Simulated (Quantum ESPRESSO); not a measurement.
Crystal: FeO (Wuestite).

```
Fe O
1.0
     0.00000    2.15540    2.15540
     2.15540    0.00000    2.15540
     2.15540    2.15540    0.00000
Fe O
1 1
Direct
  0.00000 0.00000 0.00000
  0.50000 0.50000 0.50000
```

Base run:

- Program: Quantum ESPRESSO 7.5
- Functional: PBE
- Potentials or basis: PseudoDojo 0.5 SR PBE standard
- Cutoff: 1225 eV
- Density cutoff: 4898 eV
- k mesh: 11 × 11 × 11
- Occupations: fermi-dirac, width 0.05 eV
- Spin: collinear spin, ferromagnetic start
- Starting moments: [3.0, 0.0] μB

Its results: band gap on the k mesh none (metal or under the smearing width); pressure -1.0 GPa; net moment 4.00 μB per cell; site moments Fe +3.47; O +0.32 μB.

Q: The run is repeated on the same cell with these changes: potentials or basis from PseudoDojo 0.5 SR PBE standard to GBRV 1.5 PBE; cutoff from 1225 eV to 762 eV; density cutoff from 4898 eV to 6095 eV. What comes out?

A: Band gap on the k mesh none (metal or under the smearing width); pressure -0.1 GPa; net moment 4.00 μB per cell; site moments Fe +3.46; O +0.32 μB.

Caveats: a cell with one magnetic atom can't hold antiferromagnetic order, which such compounds often take; semilocal functionals often make such compounds metallic where correlation or magnetic order opens a gap, which also shifts bond lengths.

Not every run made on this cell is shown here.
